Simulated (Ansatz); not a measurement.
CdO: frozen-core PAW against all-electron methods

```
Cd O
1.0
     0.00000    2.34815    2.34815
     2.34815    0.00000    2.34815
     2.34815    2.34815    0.00000
Cd O
1 1
Direct
  0.00000 0.00000 0.00000
  0.50000 0.50000 0.50000
```

Atoms are numbered in the order listed.

The cell comes from COD entry 9006671, which wasn't checked; take it as a given geometry.

All numbers are computed: DFT, PBE, PAW with Ansatz's default frozen-core files, scalar-relativistic (Ansatz 0.2.0); DFT, PBE, all-electron PAW with datasets made for the crystal, scalar-relativistic (Ansatz 0.2.0); DFT, PBE, all-electron LAPW, scalar-relativistic (Ansatz 0.2.0).

For PAW: a Γ-centred 11×11×11 k mesh, Fermi–Dirac smearing of 0.02 eV, cutoff 420 eV, no spin polarisation. The crystal-made all-electron datasets (AE datasets) take a cutoff of 340 eV at this cell. LAPW targets a basis error of 0.5 meV/atom. The Ansatz runs share mesh, smearing and spin set-up. Plane-wave (PAW) pressures include the program's estimate of the Pulay term.

Stress and pressure are positive in compression.

Levels count from the Fermi level.

```
                      quantity     PAW  AE datasets    LAPW
                pressure (GPa)    6.35         6.34    6.34
highest filled level at Γ (eV)  -0.447       -0.445  -0.446
  lowest empty level at Γ (eV)  14.477       14.482  14.482
highest filled level at X (eV)  -2.369       -2.368  -2.368
  lowest empty level at X (eV)   3.883        3.881   3.881
```
